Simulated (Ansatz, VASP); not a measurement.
**RbBi2: VASP beside Ansatz**

Wanted: the spread between two codes on one cell, functional and k mesh. The cell is taken from a series of runs on this material, whose earlier steps may have relaxed, scaled, displaced or heated it; both programs get it as it stands.

Program: Ansatz 0.2.0. Level of theory: plane waves, with VASP 6.6.1 beside it; relaxation of cell and atoms at r2SCAN. Results are calculated unless marked as measured.

**1. Set-up**

The structure is cubic, space group Fd-3m (No. 227). The conventional cell has a = 9.603 Å, b = 9.603 Å, c = 9.603 Å, α = 90.00°, β = 90.00°, γ = 90.00°. Rb has 12 Bi at 3.98 Å and 4 Rb at 4.16 Å nearest. Nearest to Bi lie 6 Bi at 3.40 Å and 6 Rb at 3.98 Å. Farther neighbours are not listed.

**2. Ansatz: relaxation of cell and atoms, r2SCAN**

Ansatz runs on its default PAW (the set named soft_2) files.

The relaxed volume is the usual yardstick between codes: in a stiff, nearly cubic crystal its relative difference is about their pressure difference at one cell divided by the bulk modulus.

The input, input.yaml:

```yaml
crystal:
  lattice:
    - [0.0, 4.8013942094, 4.8013942094]
    - [4.8013942094, 0.0, 4.8013942094]
    - [4.8013942094, 4.8013942094, 0.0]
  atoms:
    - { symbol: Rb, position: [0.5, 0.5, 0.5] }
    - { symbol: Rb, position: [0.75, 0.75, 0.75] }
    - { symbol: Bi, position: [0.625, 0.125, 0.125] }
    - { symbol: Bi, position: [0.125, 0.125, 0.125] }
    - { symbol: Bi, position: [0.125, 0.125, 0.625] }
    - { symbol: Bi, position: [0.125, 0.625, 0.125] }
kpoints:
  mp_grid: { grid: [6, 6, 6] }
hamiltonian:
  xc: r2scan
scf:
  occupations: { method: gaussian, width: 0.1 }
output:
  forces: true
  stress: true
  eigenvalues: true
relax:
  adjacent_minimum: "off"
  f_tol: 0.005
  max_steps: 60
  cell: { stress_tol: 0.03 }
```

Run with:

```console
ansatz run input.yaml --threads 8 --pin off --max-ram 16384MiB --backend cpu --events-out ev --progress --plain --runs-dir out
```

Numbers of over 12 decimals in the logs are rounded to 6 here.

The program printed:

```text
Engine: ansatz 0.2.0, aarch64-unknown-linux-gnu
Pseudopotentials: kind: paw
Pseudopotential: Rb, paw, valence charge 9, recommended cutoff 500 eV (meta_gga), Rb.paw.azcp
Pseudopotential: Bi, paw, valence charge 15, recommended cutoff 500 eV (meta_gga), Bi.paw.azcp
Functional definition: r2SCAN
  parameter k0 = 0.174
  parameter k1 = 0.065
  parameter a1 = 4.9479
  exchange = r2scan_x(k0 = k0, k1 = k1, a1 = a1)
  correlation = r2scan_c
Crystal: 6 atoms, lattice volume = 221.377 Å³
Basis set: ecut = 500 eV, 5601 PW (Γ), exchange–correlation on 200×200×200 points (64 copies of the dense FFT grid, shifted against one another)
Bands: 47, of which v1, the nominal top of the filled ones, is band 39 counted from 1 (38 counted from 0)
Symmetry: 48 space group operations
Space group: Fd-3m (ITA 227), of the structure as read, at distance tolerance 6.0e-5 Å
k-points: 16 of 216
Non-local potential: Rb, projectors of the file, l = 0: 3, l = 1: 2, l = 2: 2
Non-local potential: Bi, projectors of the file, l = 0: 2, l = 1: 2, l = 2: 2, l = 3: 2
PAW form: soft (Blöchl's): semilocal exchange-correlation on the pseudo side does not see the compensation charge
PAW frozen core: Rb, regenerated for the run's functional (the file was generated under x = pbe(κ = 0.804, μ = 0.219515), c = pbe(β = 0.066725))
PAW frozen core: Bi, regenerated for the run's functional (the file was generated under x = pbe(κ = 0.804, μ = 0.219515), c = pbe(β = 0.066725))
PAW one-centre angular grid: Rb, 302 points (default); XC on 160 Gauss nodes
PAW one-centre angular grid: Bi, 590 points (default); XC on 160 Gauss nodes
Initial density: superposition of atomic densities (neutral atoms: chi_scale 0, normalization atom), corrected by the library's trained network
Initial wavefunctions: pseudopotential atomic-orbital guess
Functional: x = r2scan, c = r2scan; τ floored in thin density (d = 2e-4 eV/Å³)
SCF iter   1: F=—  HF=-56202.598390 eV  |F-HF|=—  |Δ(HF+E_count)|=         —  Δρ=3.19e-3  dr2=2.35e-2  dr2_τ=2.88e-3  ethr=1.77e-3  ⟨swp⟩=9.2  Hψ=3638  notcnv=0  defer=4
preconditioner: auto → Resta (q_TF=auto, 2.293 Å⁻¹)  ε∞=2.9  [insulator: Δε(μ)=0.746 eV  Ē_g=10.537 eV  σ=0.100 eV  W_gap=1.00  n_scr=58 (ndim 8)  ℏωp=14.6 eV  f_vac=0.007  D(μ)=0.00/eV (n_scr^D=0)  ε∞_Penn≈2.9]
SCF iter   2: F=—  HF=-56202.628042 eV  |F-HF|=—  |Δ(HF+E_count)|=   2.97e-2  Δρ=1.69e-3  dr2=7.15e-3  dr2_τ=3.54e-4  ethr=3.01e-5  ⟨swp⟩=2.0  Hψ=1220  notcnv=0  defer=38
SCF iter   3: F=—  HF=-56202.629452 eV  |F-HF|=—  |Δ(HF+E_count)|=   1.41e-3  Δρ=3.34e-4  dr2=3.19e-4  dr2_τ=2.13e-5  ethr=9.17e-6  ⟨swp⟩=2.0  Hψ=957  notcnv=0  defer=38
SCF iter   4: F=—  HF=-56202.629558 eV  |F-HF|=—  |Δ(HF+E_count)|=   1.06e-4  Δρ=6.50e-5  dr2=1.15e-5  dr2_τ=1.33e-6  ethr=4.09e-7  ⟨swp⟩=2.0  Hψ=957  notcnv=0  defer=38
SCF iter   5: F=—  HF=-56202.629466 eV  |F-HF|=—  |Δ(HF+E_count)|=   9.15e-5  Δρ=1.23e-5  dr2=4.13e-7  dr2_τ=2.33e-8  ethr=1.48e-8  ⟨swp⟩=2.1  Hψ=1333  notcnv=0  defer=38
SCF iter   6: F=-56202.629467 eV  HF=-56202.629467 eV  |F-HF|=6.36e-9  |Δ(HF+E_count)|=   4.41e-7  Δρ=2.04e-6  dr2=1.46e-8  dr2_τ=5.33e-10  ethr=1.28e-10  ⟨swp⟩=12.1  Hψ=4106  notcnv=0
SCF 1 converged in 6 iterations: F = -56202.629467 eV  dr2 = 1.46e-8
  greatest PAW one-centre occupation: 0.986 electrons in one spin orbital (limit 2), on the Bi atom at site 2 (counted from 0), in its partial waves of l = 2
relax step   1: F+E_penalty+E_count = -56202.62946657 eV  Δ(F+E_penalty+E_count) = +0.000e0 eV  max|allowed force component| = 9.252e-18 eV/Å  Δτ_max = 0.0000 Å  P = -0.018 GPa  Ω = 221.377 Å³  (6 SCF iters, dr2 threshold 1.00e-7 eV, accepted)
Initial density: handed on by an earlier stage of this run
Initial wavefunctions: pseudopotential atomic-orbital guess (no wavefunctions were taken with the density)
iter 1 solved again at ethr=1.97e-8 eV; its pass at ethr=3.10e-3 eV (dr2=1.54e-5 eV) is discarded
SCF iter   1: F=—  HF=-56202.629543 eV  |F-HF|=—  |Δ(HF+E_count)|=         —  Δρ=2.06e-6  dr2=1.52e-8  dr2_τ=5.97e-10  ethr=1.97e-8  ⟨swp⟩=4.3  Hψ=6172  notcnv=0
preconditioner: auto → Resta (q_TF=auto, 2.293 Å⁻¹)  ε∞=2.9  [insulator: Δε(μ)=0.691 eV  Ē_g=10.552 eV  σ=0.100 eV  W_gap=1.00  n_scr=58 (ndim 8)  ℏωp=14.6 eV  f_vac=0.010  D(μ)=0.00/eV (n_scr^D=0)  ε∞_Penn≈2.9]
SCF iter   2: F=—  HF=-56202.629467 eV  |F-HF|=—  |Δ(HF+E_count)|=   7.60e-5  Δρ=1.31e-6  dr2=5.67e-9  dr2_τ=9.67e-11  ethr=1.95e-11  ⟨swp⟩=3.0  Hψ=1406  notcnv=0
SCF iter   3: F=—  HF=-56202.629467 eV  |F-HF|=—  |Δ(HF+E_count)|=   3.91e-9  Δρ=2.31e-7  dr2=1.96e-10  dr2_τ=2.07e-11  ethr=7.27e-12  ⟨swp⟩=2.0  Hψ=1024  notcnv=0
SCF iter   4: F=-56202.629467 eV  HF=-56202.629467 eV  |F-HF|=1.46e-11  |Δ(HF+E_count)|=  4.58e-10  Δρ=5.73e-8  dr2=7.10e-12  dr2_τ=5.96e-13  ethr=1.00e-12  ⟨swp⟩=7.9  Hψ=4690  notcnv=0
SCF 2 converged in 4 iterations: F = -56202.629467 eV  dr2 = 7.10e-12
  greatest PAW one-centre occupation: 0.986 electrons in one spin orbital (limit 2), on the Bi atom at site 5 (counted from 0), in its partial waves of l = 2
relax step   2: F+E_penalty+E_count = -56202.62946657 eV  Δ(F+E_penalty+E_count) = -4.082e-9 eV  max|allowed force component| = 9.252e-18 eV/Å  Δτ_max = 0.0000 Å  P = -0.018 GPa  Ω = 221.377 Å³  stress off target by 1.77e-2 GPa  SCF on the basis re-selected at this cell (its energy is not comparable with the rows above)  (4 SCF iters)
basis re-selected at this cell: Δ(F+E_penalty+E_count) = -4.082e-9 eV, ΔP = +0.000 GPa vs the last step (what re-selecting the basis moved, of the pressure what is left beyond the Pulay correction that the steps carried, after the strain that the cell walked since its last selection, with what the two solves' SCF thresholds leave and, on support functions, any second-order correction that the steps lacked; it is no m [...]
SCF converged after 4 iterations
Free energy (F): -56202.629467 eV
Harris-Foulkes:  -56202.629467 eV  (|F-HF|=1.46e-11)
Internal energy: -56202.629467 eV  (E = F + TS)
E sigma→0 (E₀):  -56202.629467 eV
Entropy (-TS):   -0.000000 eV (-0.000 meV/atom)
Fermi energy:    8.341005 eV
--- Per-component energies (eV) ---
  E_band       = -666.596371
  E_kinetic    = 1592.081529
  E_local      = -7820.490828  (includes V_loc(G=0)·N_el)
  E_nonlocal   = 2586.593398
  E_hartree    = 2550.684170
  E_xc         = -811.693488
  E_vxc        = -927.158674  (∫ρ·V_xc dr)
  E_paw        = -48025.230728  (= ΣΔE_a)
  E_vpaw       = -1259.273389  (= ΣTr[D̂ρ^β])
  E_aug_tail   = -0.001124  (compensation charges beyond the density's cutoff)
  E_vtau       = 60.284317  (kinetic-family band-sum trace: ∫τ·v_τ [+ j·A + Jᵃ·Aᵃ] dr)
  E_ewald      = -6277.780730
  E_core_change = 3.208334  (= ΣΔE_core)
  E_smearing   = -0.000000  (= −TS)
  E_closure    = -0.000000  (closes the sum)
  Σ components = -56202.629467   (vs F -56202.629467, Δ=0.00e0)
--- Forces (eV/Å), atoms counted from 1 ---
  atom   1  Rb    -0.00000000     0.00000000    -0.00000000
  atom   2  Rb    -0.00000000     0.00000000    -0.00000000
  atom   3  Bi    -0.00000000     0.00000000    -0.00000000
  atom   4  Bi    -0.00000000    -0.00000000     0.00000000
  atom   5  Bi    -0.00000000     0.00000000     0.00000000
  atom   6  Bi    -0.00000000     0.00000000    -0.00000000
  max |Σ_I F_I| component: 2.78e-17 eV/Å
--- Stress (GPa, compression-positive) ---
       -0.017732       0.000000      -0.000000
        0.000000      -0.017732      -0.000000
        0.000000      -0.000000      -0.017732
  P = ⅓ Tr σ = -0.0177 GPa (-0.177 kbar)
--- Band table (eV; the first three rows and the last of 16) ---
  k-point 0: bands = [... 35 lower, 5.0467, 5.9845, 5.9845, 9.9118, 11.2702, 11.2702, 11.2702, 12.2197, ... 4 higher]
  k-point 1: bands = [... 35 lower, 5.1942, 6.1183, 6.1183, 10.2800, 10.4283, 10.4283, 11.3000, 11.4115, ... 4 higher]
  k-point 2: bands = [... 35 lower, 5.7813, 6.6248, 6.6248, 8.9886, 8.9886, 9.4289, 10.9824, 11.3617, ... 4 higher]
  k-point 15: bands = [... 35 lower, 6.2077, 7.4260, 7.4260, 7.7486, 7.7486, 9.2172, 9.2172, 11.2563, ... 4 higher]
--- Relaxed structure (1 steps of the walk, 1 accepted, 1 SCFs on fresh bases) ---
  F+E_penalty+E_count = -56202.62946657 eV   max|allowed force component| = 9.252e-18 eV/Å   (the final SCF, on the basis selected at the relaxed cell)
  cell:  # Å, volume = 221.3768 Å³
    - [0.0, 4.8013942094, 4.8013942094]
    - [4.8013942094, 0.0, 4.8013942094]
    - [4.8013942094, 4.8013942094, 0.0]
  atoms:
    - { symbol: Rb, position: [0.5, 0.5, 0.5] }
    - { symbol: Rb, position: [0.75, 0.75, 0.75] }
    - { symbol: Bi, position: [0.625000, 0.125, 0.125000] }
    - { symbol: Bi, position: [0.125, 0.125, 0.125] }
    - { symbol: Bi, position: [0.125, 0.125, 0.625000] }
    - { symbol: Bi, position: [0.125, 0.625000, 0.125000] }
```

[end of part 1 of 2]

[Lines on the potential files, build, host, timing and source positions are cut from VASP's logs without a mark.]

[Logs are printed without paths, hosts, clocks, repeated set-up lines and the standing remarks that a program may print on its own settings, such as how far it seeks lower states.]

[Hosts, paths, dates, database ids (printed as entryN), source tags and the programs' standing remarks are cut or masked in the printed files.]
